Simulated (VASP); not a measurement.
# CdSe (P6_3mc) in VASP: Born charges and dielectric tensor with PBE

Aim: the Born charges and dielectric tensor of CdSe with PBE.

All numbers are computed with VASP 6.6.1; they aren't measurements. Logs are shortened: lines on timing, memory, paths and dates and some standing lists are left out, and cuts for length are marked.

**Measured values to compare with.**

A printed reference work, data compilation reports, for a bulk crystal of CdSe at 2 K: band gap 1.841 eV.

How close the calculation comes is told below.

## (1) The crystal as given

It takes space group P6_3mc (No. 186, hexagonal). The conventional cell has a = 4.391 Å, b = 4.391 Å, c = 7.168 Å, α = 90.00°, β = 90.00°, γ = 120.00°. Around Cd (site symmetry 3m) lie 4 Se at 2.69 Å. Around Se (site symmetry 3m) lie 4 Cd at 2.69 Å.

## (2) Born charges and dielectric tensor, PBE

The input, INCAR:

```
  ALGO = Fast
  EDIFF = 1E-8
  ENCUT = 520
  GGA = PE
  IBRION = 8
  ISIF = 2
  ISMEAR = 0
  KPAR = 4
  LASPH = T
  LCHARG = F
  LEPSILON = T
  LREAL = F
  LWAVE = F
  NELM = 60
  NSW = 1
  PREC = Accurate
  SIGMA = 0.02
```

The input, KPOINTS:

```
k-points
0
Gamma
  12 12 6
```

The input, POSCAR:

```
CdSe                                    
1.0
    4.3910688492      0.0000000000      0.0000000000
   -2.1955344246      3.8027771771      0.0000000000
    0.0000000000      0.0000000000      7.1675765387
  Cd              Se            
     2     2
Direct
     0.3333333300000021    0.6666666699999979    0.0046276024695615
     0.6666666699999979    0.3333333300000021    0.5046276024695615
     0.3333333300000021    0.6666666699999979    0.3803723975304365
     0.6666666699999979    0.3333333300000021    0.8803723975304365
```

Potentials or basis: VASP PAW PBE potentials, release 64 (Cd, Se).

On the command line:

```bash
cat potpaw_PBE.64/Cd/POTCAR potpaw_PBE.64/Se/POTCAR > POTCAR
mpirun -np 4 vasp_std > vasp.out
```

OUTCAR:

```text
EDIFF = 1E-8
   ENCUT = 520
   GGA = PE
   IBRION = 8
   ISIF = 2
   ISMEAR = 0
   LASPH = T
   LEPSILON = T
   LREAL = F
   NELM = 60
   NSW = 1
   PREC = Accurate

 ion  position               nearest neighbor table
   1  0.333  0.667  0.005-   4 2.69   4 2.69   4 2.69   3 2.69
   2  0.667  0.333  0.505-   3 2.69   3 2.69   3 2.69   4 2.69
   3  0.333  0.667  0.380-   2 2.69   2 2.69   2 2.69   1 2.69
   4  0.667  0.333  0.880-   1 2.69   1 2.69   1 2.69   2 2.69

  LATTYP: Found a hexagonal cell.
 ALAT       =     4.3910688492
 C/A-ratio  =     1.6323079380

  Lattice vectors:

 A1 = (   4.3910688492,   0.0000000000,   0.0000000000)
 A2 = (  -2.1955344246,   3.8027771771,   0.0000000000)
 A3 = (   0.0000000000,   0.0000000000,   7.1675765387)

Analysis of symmetry for initial positions (statically):
=====================================================================
 Subroutine PRICEL returns:
 Original cell was already a primitive cell.

 Routine SETGRP: Setting up the symmetry group for a
 hexagonal supercell.

 Subroutine GETGRP returns: Found 12 space group operations
 (whereof  6 operations were pure point group operations)
 out of a pool of 24 trial point group operations.

The static configuration has the point symmetry C_3v.
 The point group associated with its full space group is C_6v.

Analysis of symmetry for dynamics (positions and initial velocities):
=====================================================================
 Subroutine PRICEL returns:
 Original cell was already a primitive cell.

 Routine SETGRP: Setting up the symmetry group for a
 hexagonal supercell.

 Subroutine GETGRP returns: Found 12 space group operations
 (whereof  6 operations were pure point group operations)
 out of a pool of 24 trial point group operations.

The dynamic configuration has the point symmetry C_3v.
 The point group associated with its full space group is C_6v.

 Subroutine INISYM returns: Found 12 space group operations
 (whereof  6 operations are pure point group operations),
 and found     1 'primitive' translations

----------------------------------------------------------------------------------------

                                     Primitive cell

  volume of cell :     119.6860

  direct lattice vectors                    reciprocal lattice vectors
     4.391068849  0.000000000  0.000000000     0.227734985  0.131482855  0.000000000
    -2.195534425  3.802777177  0.000000000     0.000000000  0.262965710  0.000000000
     0.000000000  0.000000000  7.167576539     0.000000000  0.000000000  0.139517171

  length of vectors
     4.391068849  4.391068853  7.167576539     0.262965710  0.262965710  0.139517171

  position of ions in fractional coordinates (direct lattice)
     0.333333330  0.666666670  0.004627602
     0.666666670  0.333333330  0.504627602
     0.333333330  0.666666670  0.380372398
     0.666666670  0.333333330  0.880372398

  ion indices of the primitive-cell ions
   primitive index   ion index
                 1           1
                 2           2
                 3           3
                 4           4

[... 791 lines left out ...]
    -0.00000  0.00000 -0.75360

[... ionic steps 4 to 9 ...]

--------------------------------------- Ionic step       10  -------------------------------------------

------------------------ aborting loop because EDIFF is reached ----------------------------------------

[... ionic steps 11 to 11 ...]

--------------------------------------- Ionic step       12  -------------------------------------------

 Free energy of the ion-electron system (eV)
  ---------------------------------------------------
  ---------------------------------------------------
  free energy    TOTEN  =        -0.09706411 eV

  energy without entropy =       -0.09706411

------------------------ aborting loop because EDIFF is reached ----------------------------------------

 INTERNAL STRAIN TENSOR  FOR ION    3  DIRECTION 3   (eV/Angst):
 -----------------------------------------------------------------------------
     2.95658  0.00000  0.00000
     0.00000  2.95658 -0.00000
     0.00000 -0.00000 -5.65228

 MACROSCOPIC STATIC DIELECTRIC TENSOR (including local field effects in DFT)
 ------------------------------------------------------
           8.869899     0.000000     0.000000
           0.000000     8.869899     0.000000
           0.000000     0.000000     8.847794
 ------------------------------------------------------

 PIEZOELECTRIC TENSOR (including local field effects)  for field in x, y, z        (e  Angst)
          XX          YY          ZZ          XY          YZ          ZX
  --------------------------------------------------------------------------------
  x    -0.00000     0.00000     0.00000     0.00000     0.00000     2.80183
  y    -0.00000    -0.00000     0.00000    -0.00000     2.80183     0.00000
  z     2.74842     2.74842    -5.62957     0.00000     0.00000     0.00000

 PIEZOELECTRIC TENSOR (including local field effects)  for field in x, y, z        (C/m^2)
          XX          YY          ZZ          XY          YZ          ZX
  --------------------------------------------------------------------------------
  x    -0.00000     0.00000     0.00000     0.00000     0.00000     0.37507
  y    -0.00000    -0.00000     0.00000    -0.00000     0.37507     0.00000
  z     0.36792     0.36792    -0.75360     0.00000     0.00000     0.00000

 BORN EFFECTIVE CHARGES (including local field effects) (in |e|, cummulative output)
 ---------------------------------------------------------------------------------
 ion    1
    1     2.26164    -0.00000     0.00000
    2     0.00000     2.26164     0.00000
    3     0.00000     0.00000     2.38119
 ion    2
    1     2.26164     0.00000     0.00000
    2     0.00000     2.26164     0.00000
    3     0.00000    -0.00000     2.38119
 ion    3
    1    -2.26164     0.00000     0.00000
    2     0.00000    -2.26164     0.00000
    3     0.00000    -0.00000    -2.38119
 ion    4
    1    -2.26164     0.00000     0.00000
    2     0.00000    -2.26164     0.00000
    3     0.00000     0.00000    -2.38119

 INTERNAL STRAIN TENSOR FOR ION    4 for displacements in x,y,z  (eV/Angst):
          X           Y           Z          XY          YZ          ZX
  --------------------------------------------------------------------------------
  x     0.00000    -0.00000     0.00000     5.23836     0.00000     3.18742
  y     5.23836    -5.23836     0.00000     0.00000     2.78080    -0.00000
  z     2.95658     2.95658    -5.65228    -0.00000    -0.00000     0.00000

 SECOND DERIVATIVES (NOT SYMMETRIZED)
 ------------------------------------
               1X          1Y          1Z          2X          2Y          2Z          3X          3Y          3Z          4X          4Y          4Z
  1X    -4.107895    0.000000   -0.000000   -0.149115    0.000000    0.000000    0.149877    0.000000   -0.000000    4.107133   -0.000000   -0.000000
  1Y    -0.000000   -4.107895    0.000000   -0.000000   -0.149115    0.000000    0.000000    0.149877    0.000000   -0.000000    4.107133    0.000000
  1Z     0.000000   -0.000000   -5.253273    0.000000    0.000000    1.281394    0.000000   -0.000000    2.927359    0.000000   -0.000000    1.044521
  2X    -0.149115    0.000000    0.000000   -4.107895    0.000000    0.000000    4.107133    0.000000    0.000000    0.149877    0.000000    0.000000
  2Y     0.000000   -0.149115   -0.000000    0.000000   -4.107895   -0.000000   -0.000000    4.107133    0.000000    0.000000    0.149877   -0.000000
  2Z     0.000000    0.000000    1.281394    0.000000    0.000000   -5.253273   -0.000000    0.000000    1.044521    0.000000    0.000000    2.927359
  3X     0.128613    0.000000    0.000000    4.085842    0.000000    0.000000   -4.589678    0.000000   -0.000000    0.375223    0.000000    0.000000
  3Y     0.000000    0.128613   -0.000000    0.000000    4.085842    0.000000   -0.000000   -4.589678    0.000000   -0.000000    0.375223    0.000000
  3Z     0.000000    0.000000    2.920291    0.000000    0.000000    1.048514   -0.000000    0.000000   -6.026195    0.000000    0.000000    2.057390
  4X     4.085842    0.000000   -0.000000    0.128613    0.000000    0.000000    0.375223   -0.000000   -0.000000   -4.589678    0.000000    0.000000
  4Y     0.000000    4.085842    0.000000   -0.000000    0.128613    0.000000    0.000000    0.375223    0.000000    0.000000   -4.589678   -0.000000
  4Z     0.000000    0.000000    1.048514   -0.000000   -0.000000    2.920291   -0.000000    0.000000    2.057390    0.000000    0.000000   -6.026195

 Eigenvectors and eigenvalues of the dynamical matrix
 ----------------------------------------------------

   1 f  =    5.185614 THz    32.582172 2PiTHz  172.973453 cm-1    21.445965 meV
             X         Y         Z           dx          dy          dz
     -0.000000  2.535185  0.033169     0.000000    0.000000    0.253468
      2.195534  1.267592  3.616957    -0.000000   -0.000000   -0.253468
     -0.000000  2.535185  2.726348     0.000000    0.000000   -0.660117
      2.195534  1.267592  6.310137    -0.000000   -0.000000    0.660117
[... 71 lines left out ...]
  12 f/i=    0.011688 THz     0.073441 2PiTHz    0.389886 cm-1     0.048340 meV
             X         Y         Z           dx          dy          dz
     -0.000000  2.535185  0.033169     0.000274   -0.540814    0.000000
      2.195534  1.267592  3.616957     0.000274   -0.540814    0.000000
     -0.000000  2.535185  2.726348     0.000231   -0.455543    0.000000
      2.195534  1.267592  6.310137     0.000231   -0.455543    0.000000

--------------------------------------------------------------------------------------------------------

 MACROSCOPIC STATIC DIELECTRIC TENSOR IONIC CONTRIBUTION
 ------------------------------------------------------
           3.651452     0.000000     0.000000
           0.000000     3.651452     0.000000
           0.000000     0.000000     4.318280
 ------------------------------------------------------

 ELASTIC MODULI CONTR FROM IONIC RELAXATION (kBar)
 Direction    XX          YY          ZZ          XY          YZ          ZX
 --------------------------------------------------------------------------------
 XX        -207.1019     89.3529    112.5538      0.0000     -0.0000     -0.0000
 YY          89.3529   -207.1019    112.5538     -0.0000     -0.0000      0.0000
 ZZ         112.5538    112.5538   -215.1757      0.0000      0.0000      0.0000
 XY           0.0000     -0.0000      0.0000   -148.2274     -0.0000     -0.0000
 YZ           0.0000      0.0000      0.0000     -0.0000    -54.2635     -0.0000
 ZX          -0.0000      0.0000      0.0000     -0.0000     -0.0000    -60.5278
 --------------------------------------------------------------------------------

 PIEZOELECTRIC TENSOR IONIC CONTR  for field in x, y, z        (C/m^2)
          XX          YY          ZZ          XY          YZ          ZX
  --------------------------------------------------------------------------------
  x    -0.00000     0.00000     0.00000    -0.00000    -0.00000    -0.44237
  y     0.00000    -0.00000     0.00000     0.00000    -0.41885    -0.00000
  z    -0.47445    -0.47445     0.90704    -0.00000    -0.00000    -0.00000
```

Run time: 44 min. Hardware: 4 MPI ranks of Intel Xeon Platinum 8488C (Sapphire Rapids), shared host; peak memory 2.2 GiB.

Results:

- Band gap on the k mesh: 0.53 eV, direct
- Electronic dielectric tensor (diagonal): 8.87, 8.87, 8.85
- Born charges (mean of the diagonal): Cd +2.30; Se -2.30 e
- Highest phonon frequency at Γ, LO-TO splitting left out: 173 cm⁻¹

Phonon frequencies in cm⁻¹ (negative: imaginary):
```
              q point                              frequencies
(0.000, 0.000, 0.000)  0 0 0 36 36 117 153 158 158 159 159 173
```

Electronic dielectric tensor:
```
8.87 0.00 0.00
0.00 8.87 0.00
0.00 0.00 8.85
```

Born effective charge tensors (e):
atom 1, Cd
```
2.26 0.00 0.00
0.00 2.26 0.00
0.00 0.00 2.38
```
atom 2, Cd
```
2.26 0.00 0.00
0.00 2.26 0.00
0.00 0.00 2.38
```
atom 3, Se
```
-2.26  0.00  0.00
 0.00 -2.26  0.00
 0.00  0.00 -2.38
```
atom 4, Se
```
-2.26  0.00  0.00
 0.00 -2.26  0.00
 0.00  0.00 -2.38
```

Caveat: the gap is small at this level, which inflates the dielectric constant.

## (3) Comparison with measurements

Step 2. Measured gap of CdSe: 1.841 eV (2 K; a printed reference work, data compilation). This calculation gives 0.53 eV (-1.31 eV). So large a miss can be the level of theory's own, or it may mean another phase, state or a wrong row. Spin-orbit coupling on Cd, Se is left out. The value is that of PBE, without temperature or zero-point motion. Semilocal functionals fall short of measured gaps as a rule.
